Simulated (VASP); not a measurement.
# MnS (R-3m) in VASP: single point with PBE

Aim: the single point of MnS with PBE.

Everything below comes from runs of VASP 6.6.1. Logs are shortened: lines on timing, memory, paths and dates and some standing lists are left out, and cuts for length are marked.

## (1) The structure

It takes space group R-3m (No. 166, trigonal). Conventional cell: a = 3.660 Å, b = 3.660 Å, c = 8.913 Å, α = 90.00°, β = 90.00°, γ = 120.00°. Mn (site symmetry -3m) has 6 S at 2.58 Å as nearest neighbours. S (site symmetry -3m) is surrounded by 6 Mn at 2.58 Å.

The cell is a database's computed one.

## (2) Single point, PBE, collinear spin, typed start

Input file INCAR:

```
  ALGO = Normal
  EDIFF = 1E-6
  ENCUT = 520
  GGA = PE
  ISIF = 2
  ISMEAR = 0
  ISPIN = 2
  LASPH = True
  LCHARG = False
  LMAXMIX = 4
  LORBIT = 11
  LREAL = False
  LWAVE = False
  MAGMOM = -4 4 0 0
  NBANDS = 31
  NELM = 150
  PREC = Accurate
  SIGMA = 0.1
```

Input file KPOINTS:

```
k-points
0
Gamma
  6 6 6
```

Input file POSCAR:

```
MnS
1.0
    1.8299959900      1.0565487100      5.9418406500
   -1.8299959900      1.0565487100      5.9418406500
    0.0000000000     -2.1130974300      5.9418406500
Mn S
2 2
Direct
    0.0000000000      0.0000000000      0.0000000000
    0.5000000000      0.5000000000      0.5000000000
    0.7499995200      0.7499995200      0.7499995200
    0.2500004500      0.2500004500      0.2500004500
```

Potentials or basis: VASP PAW PBE potentials, release 64 (Mn_pv, S).

On the command line:

```console
$ cat potpaw_PBE.64/Mn_pv/POTCAR potpaw_PBE.64/S/POTCAR > POTCAR
$ mpirun -np 1 vasp_std > vasp.out
```

OUTCAR:

```text
EDIFF = 1E-6
   ENCUT = 520
   GGA = PE
   ISIF = 2
   ISMEAR = 0
   ISPIN = 2
   LASPH = True
   LORBIT = 11
   LREAL = False
   NELM = 150
   PREC = Accurate

 ion  position               nearest neighbor table
   1  0.000  0.000  0.000-   3 2.58   3 2.58   3 2.58   4 2.58   4 2.58   4 2.58
   2  0.500  0.500  0.500-   4 2.58   4 2.58   4 2.58   3 2.58   3 2.58   3 2.58
   3  0.750  0.750  0.750-   1 2.58   1 2.58   1 2.58   2 2.58   2 2.58   2 2.58
   4  0.250  0.250  0.250-   1 2.58   1 2.58   1 2.58   2 2.58   2 2.58   2 2.58

  LATTYP: Found a trigonal (rhomboedric) cell.
 ALAT       =     6.3063976096
 COS(alpha) =     0.8315901090

  Lattice vectors:

 A1 = (   1.8299959900,   1.0565487100,   5.9418406500)
 A2 = (  -1.8299959900,   1.0565487100,   5.9418406500)
 A3 = (   0.0000000000,  -2.1130974300,   5.9418406500)

Analysis of symmetry for initial positions (statically):
=====================================================================
 Subroutine PRICEL returns following result:

  LATTYP: Found a trigonal (rhomboedric) cell.
 ALAT       =     3.6457575763
 COS(alpha) =     0.4960879734

  Lattice vectors:

 A1 = (   0.0000000000,   2.1130974250,   2.9709203250)
 A2 = (  -1.8299959900,  -1.0565487150,   2.9709203250)
 A3 = (   1.8299959900,  -1.0565487150,   2.9709203250)

   2 primitive cells build up your supercell.

 Routine SETGRP: Setting up the symmetry group for a
 trigonal (rhombohedral) supercell.

 Subroutine GETGRP returns: Found 12 space group operations
 (whereof 12 operations were pure point group operations)
 out of a pool of 12 trial point group operations.

The static configuration has the point symmetry D_3d.

Analysis of symmetry for dynamics (positions and initial velocities):
=====================================================================
 Subroutine PRICEL returns following result:

  LATTYP: Found a trigonal (rhomboedric) cell.
 ALAT       =     3.6457575763
 COS(alpha) =     0.4960879734

  Lattice vectors:

 A1 = (   0.0000000000,   2.1130974250,   2.9709203250)
 A2 = (  -1.8299959900,  -1.0565487150,   2.9709203250)
 A3 = (   1.8299959900,  -1.0565487150,   2.9709203250)

   2 primitive cells build up your supercell.

 Routine SETGRP: Setting up the symmetry group for a
 trigonal (rhombohedral) supercell.

 Subroutine GETGRP returns: Found 12 space group operations
 (whereof 12 operations were pure point group operations)
 out of a pool of 12 trial point group operations.

The dynamic configuration has the point symmetry D_3d.

Analysis of structural, dynamic, and magnetic symmetry:
=====================================================================
 Subroutine PRICEL returns following result:

  LATTYP: Found a trigonal (rhomboedric) cell.
 ALAT       =     3.6457575763
 COS(alpha) =     0.4960879734

  Lattice vectors:

 A1 = (   0.0000000000,   2.1130974250,   2.9709203250)
 A2 = (  -1.8299959900,  -1.0565487150,   2.9709203250)
 A3 = (   1.8299959900,  -1.0565487150,   2.9709203250)

   2 primitive cells build up your supercell.

 Routine SETGRP: Setting up the symmetry group for a
 trigonal (rhombohedral) supercell.

 Subroutine GETGRP returns: Found 12 space group operations
 (whereof 12 operations were pure point group operations)
 out of a pool of 12 trial point group operations.

The overall configuration has the point symmetry D_3d.

 Subroutine INISYM returns: Found 12 space group operations
 (whereof 12 operations are pure point group operations),
 and found     2 'primitive' translations

----------------------------------------------------------------------------------------

                                     Primitive cell

  volume of cell :      34.4653

  direct lattice vectors                    reciprocal lattice vectors
     0.000000000  2.113097425  2.970920325     0.000000000  0.315492631  0.112198678
    -1.829995990 -1.056548715  2.970920325    -0.273224642 -0.157746315  0.112198678
     1.829995990 -1.056548715  2.970920325     0.273224642 -0.157746315  0.112198678

  length of vectors
     3.645757576  3.645757547  3.645757547     0.334849434  0.334849442  0.334849442

  position of ions in fractional coordinates (direct lattice)
     0.000000000  0.000000000  0.000000000
     0.500000900  0.500000900  0.500000900

  ion indices of the primitive-cell ions
   primitive index   ion index
                 1           1
                 2           4

----------------------------------------------------------------------------------------

 KPOINTS: k-points

Automatic generation of k-mesh.
 Grid dimensions read from file:
 generate k-points for:    6    6    6

 Generating k-lattice:

  Cartesian coordinates                     Fractional coordinates (reciprocal lattice)
     0.045537440  0.026291053  0.009349890     0.166666667 -0.000000000  0.000000000
    -0.045537440  0.026291053  0.009349890    -0.000000000  0.166666667  0.000000000
     0.000000000 -0.052582105  0.009349890    -0.000000000 -0.000000000  0.166666667

  Length of vectors
     0.053406913  0.053406913  0.053406912

  Shift w.r.t. Gamma in fractional coordinates (k-lattice)
     0.000000000  0.000000000  0.000000000

 Subroutine IBZKPT returns following result:
 ===========================================

 Found     32 irreducible k-points:

 Following reciprocal coordinates:
            Coordinates               Weight
  0.000000  0.000000  0.000000      1.000000
  0.166667  0.000000  0.000000      6.000000
  0.333333  0.000000  0.000000      6.000000
  0.500000  0.000000  0.000000      3.000000
  0.166667  0.166667  0.000000      6.000000
  0.333333  0.166667 -0.000000     12.000000
[... 16 lines left out ...]
  0.500000  0.500000  0.166667      6.000000
 -0.333333  0.500000  0.166667     12.000000
 [... further k-points ...]
   k-points           NKPTS =     32   k-points in BZ     NKDIM =     32   number of bands    NBANDS=     31
   number of dos      NEDOS =    301   number of ions     NIONS =      4
   total plane-waves  NPLWV = 110592
   dimension x,y,z NGX =    48 NGY =   48 NGZ =   48
   dimension x,y,z NGXF=    96 NGYF=   96 NGZF=   96
   ions per type =               2   2
   NGX,Y,Z   is equivalent  to a cutoff of  12.65, 12.65, 12.65 a.u.
   NGXF,Y,Z  is equivalent  to a cutoff of  25.31, 25.31, 25.31 a.u.
 SYSTEM =  unknown system
   PREC   = accura    normal or accurate (medium, high low for compatibility)
   ISTART =      0    job   : 0-new  1-cont  2-samecut
   ICHARG =      2    charge: 1-file 2-atom 10-const
   ISPIN  =      2    spin polarized calculation?
   LNONCOLLINEAR =      F non collinear calculations
   LSORBIT =      F    spin-orbit coupling
   LASPH  =      T    aspherical Exc in radial PAW
   ENCUT  =  520.0 eV  38.22 Ry    6.18 a.u.  11.73 11.73 11.73*2*pi/ulx,y,z
   NELM   =    150;   NELMIN=  2; NELMDL= -5     # of ELM steps
   EDIFF  = 0.1E-05   stopping-criterion for ELM
   LREAL  =      F    real-space projection
   EDIFFG = 0.1E-04   stopping-criterion for IOM
   NSW    =      0    number of steps for IOM
   IBRION =     -1    ionic relax: 0-MD 1-quasi-New 2-CG
   NFREE  =      0    steps in history (QN), initial steepest desc. (CG)
   ISIF   =      2    stress and relaxation
   ISYM   =      2    0-nonsym 1-usesym 2-fastsym
   POTIM  = 0.5000    time-step for ionic-motion
   TEBEG  =    0.0;   TEEND  =   0.0 temperature during run
   PSTRESS=    0.0 pullay stress
   NELECT =      38.0000    total number of electrons
   NUPDOWN=      -1.0000    fix difference up-down
   EMIN   =  10.00;   EMAX   =-10.00  energy-range for DOS
   EFERMI =   0.00;   METHOD = LEGACY
   ISMEAR =     0;   SIGMA  =   0.10  broadening in eV -4-tet -1-fermi 0-gaus
   EFERMI_NEDOS =   21; number of points for ismear=-14 and -15
   IALGO  =     38    algorithm
   IMIX   =      4    mixing-type and parameters
     AMIX     =   0.40;   BMIX     =  1.00
     AMIX_MAG =   1.60;   BMIX_MAG =  1.00
  volume/ion in A,a.u.               =      17.23       116.29
  Fermi-wavevector in a.u.,A,eV,Ry     =   1.342349  2.536671 24.516343  1.801900
  Thomas-Fermi vector in A             =   2.470510
   LORBIT       =     11    0 simple, 1 ext, 2 COOP (PROOUT), +10 PAW based schemes
   GGA     = PE    functional components
   LHFCALC =     F    Hartree Fock is set to
   AEXX    =    0.0000 exact exchange contribution
   IVDW    =     0    specifies the selected vdW correction
   LEPSILON=     F    determine dielectric tensor
   LRPA    =     F    only Hartree local field effects (RPA)
 spin polarized calculation
 Gauss-broadening in eV      SIGMA  =   0.10
  energy-cutoff  :      520.00
  volume of cell :       68.93
 maximum number of plane-waves:      1866
   NGX = 23   NGY = 23   NGZ = 23

 number of electron      38.0000000 magnetization       0.0000000

 number of electron      38.0000003 magnetization      -0.0000000

 Free energy of the ion-electron system (eV)
  ---------------------------------------------------
  ext. energy  EPLUGINS =         0.00000000
  ---------------------------------------------------
  free energy    TOTEN  =       -28.42923482 eV

  energy without entropy =      -28.42923482  energy(sigma->0) =      -28.42923482

 E-fermi :   6.9123     XC(G=0): -10.7513

 val. band max:        6.5238012356   @ k =   0.5000   0.5000   0.5000
 cond. band min:       7.3078401269   @ k =   0.5000   0.0000   0.0000
 fundamental gap:      0.7840388914
 Fermi energy:         6.9123378137

 spin component 1

 k-point     1 :       0.0000    0.0000    0.0000
  band No.  band energies     occupation
      1     -43.6448      1.00000
      2     -43.6413      1.00000
      3     -43.6413      1.00000
      4     -39.1657      1.00000
      5     -39.1657      1.00000
      6     -39.1486      1.00000
[... 23 lines left out ...]
     30      16.0941      0.00000
     31      16.1385      0.00000

 k-point     2 :       0.1667    0.0000    0.0000
  band No.  band energies     occupation
      1     -43.6446      1.00000
      2     -43.6430      1.00000
      3     -43.6418      1.00000
      4     -39.1680      1.00000
      5     -39.1663      1.00000
      6     -39.1483      1.00000
[... 740 lines left out ...]
 k-point    24 :      -0.3333    0.5000    0.1667
  band No.  band energies     occupation
      1     -43.6472      1.00000
      2     -43.6439      1.00000
      3     -43.6439      1.00000
      4     -39.1738      1.00000
      5     -39.1692      1.00000
      6     -39.1473      1.00000
[... 23 lines left out ...]
     30      15.6539      0.00000
     31      15.8992      0.00000

 [... further k-points ...]

 spin component 2

 k-point     1 :       0.0000    0.0000    0.0000
  band No.  band energies     occupation
      1     -43.6454      1.00000
      2     -43.6420      1.00000
      3     -43.6420      1.00000
      4     -39.1650      1.00000
      5     -39.1650      1.00000
      6     -39.1480      1.00000
[... 23 lines left out ...]
     30      16.0941      0.00000
     31      16.1384      0.00000

 k-point     2 :       0.1667    0.0000    0.0000
  band No.  band energies     occupation
      1     -43.6452      1.00000
      2     -43.6436      1.00000
      3     -43.6424      1.00000
      4     -39.1674      1.00000
      5     -39.1656      1.00000
      6     -39.1477      1.00000
[... 740 lines left out ...]
 k-point    24 :      -0.3333    0.5000    0.1667
  band No.  band energies     occupation
      1     -43.6478      1.00000
      2     -43.6445      1.00000
      3     -43.6445      1.00000
      4     -39.1731      1.00000
      5     -39.1686      1.00000
      6     -39.1467      1.00000
[... 23 lines left out ...]
     30      15.6539      0.00000
     31      15.8992      0.00000

 [... further k-points ...]

------------------------ aborting loop because EDIFF is reached ----------------------------------------

  FORCE on cell =-STRESS in cart. coord.  units (eV):
  Direction    XX          YY          ZZ          XY          YZ          ZX
  --------------------------------------------------------------------------------------
  -------------------------------------------------------------------------------------
  Total       -0.5785262     -0.5785262     -0.7122194      0.0000000      0.0000000      0.0000000
  in kB      -13.4468845    -13.4468854    -16.5543629      0.0000000      0.0000000      0.0000000
  external PRESSURE =     -14.4827110 kB  Pullay stress =       0.0000000 kB

 VOLUME and BASIS-vectors are now :
 -----------------------------------------------------------------------------
  energy-cutoff  :      520.00
  volume of cell :       68.93
      direct lattice vectors                 reciprocal lattice vectors
     1.829995990  1.056548710  5.941840650     0.273224642  0.157746315  0.056099339
    -1.829995990  1.056548710  5.941840650    -0.273224642  0.157746315  0.056099339
     0.000000000 -2.113097430  5.941840650     0.000000000 -0.315492631  0.056099339

 POSITION                                       TOTAL-FORCE (eV/Angst)
 -----------------------------------------------------------------------------------
      0.00000      0.00000      0.00000         0.000000     -0.000000      0.000000
      0.00000     -0.00000      8.91276         0.000000     -0.000000      0.000000
      0.00000     -0.00000     13.36913         0.000000      0.000000      0.000000
      0.00000     -0.00000      4.45639         0.000000      0.000000     -0.000000
 -----------------------------------------------------------------------------------
    total drift:                                0.000000     -0.000000      0.000231

  FREE ENERGIE OF THE ION-ELECTRON SYSTEM (eV)
  ---------------------------------------------------
  free  energy   TOTEN  =       -28.4292348180 eV

  energy  without entropy=      -28.4292348177  energy(sigma->0) =      -28.42923482

 total charge

# of ion       s       p       d       tot
------------------------------------------
    1        0.213   6.165   4.958  11.336
    2        0.213   6.165   4.958  11.336
    3        1.325   2.415   0.000   3.740
    4        1.325   2.415   0.000   3.740
--------------------------------------------------
tot          3.078  17.159   9.916  30.152

 magnetization (x)

# of ion       s       p       d       tot
------------------------------------------
    1       -0.018  -0.015  -4.139  -4.172
    2        0.018   0.015   4.139   4.172
    3        0.000   0.000   0.000   0.000
    4        0.000   0.000   0.000   0.000
--------------------------------------------------
tot         -0.000   0.000   0.000   0.000
```

Wall time 5.2 min (1 thread of Intel Xeon Platinum 8488C (Sapphire Rapids), shared host); peak memory 0.43 GiB.

Results:

```
Free energy                                           : -28.4292 eV
Pressure                                              : -1.4 GPa
Band gap on the k mesh                                : 0.78 eV
Net moment                                            : 0.00 μB per cell
Site moments                                          : Mn -4.17, +4.17; S +0.00 μB
Valence electrons inside the program's atomic spheres : Mn 11.34; S 3.74
```

Stress tensor (GPa, compression positive):
```
-1.34  0.00  0.00
 0.00 -1.34  0.00
 0.00  0.00 -1.66
```

A k mesh can miss the band edges.
